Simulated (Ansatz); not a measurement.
**All-electron equations of state of elemental crystals**

All-electron LAPW (Ansatz 0.2.0), scalar-relativistic, no spin, Fermi–Dirac smearing 0.136 eV, k-meshes of 8 to 18 points an axis; Birch–Murnaghan fits to pressures. Some or most of these lattices are hypothetical for the element, and V0 is the minimum nearest the starting volume; lattices without a usable fit are left out; mesh and smearing are coarse, and magnetic elements are treated as non-magnetic.

```
element  lattice  functional  V0 (Å³/atom)  B0 (GPa)   B′  k-points per axis
     Br      bcc         LDA         23.43        46  5.2                 13
     Br      bcc         PBE         27.15        26  5.7                 12
     Br      bcc      PBEsol         24.43        38  5.4                 13
     Br  diamond         LDA         38.44        21  4.9                  8
     Br  diamond      PBEsol         40.61      17.2  5.1                  8
     Br      fcc         LDA         23.07        46  5.2                 13
     Br      fcc         PBE         26.87        25  5.8                 12
     Br      fcc      PBEsol         24.06        38  5.5                 12
     Br       sc         LDA         26.72        44  5.2                 11
     Br       sc         PBE         30.16        27  5.6                 11
```

(1) Give V0 and B0 for diamond Br in PBE.

(2) Give V0 and B0 for sc Br in PBEsol.

Results:

(1) 43.94 Å³/atom and 13.6 GPa.

(2) 27.79 Å³/atom and 36.9 GPa.
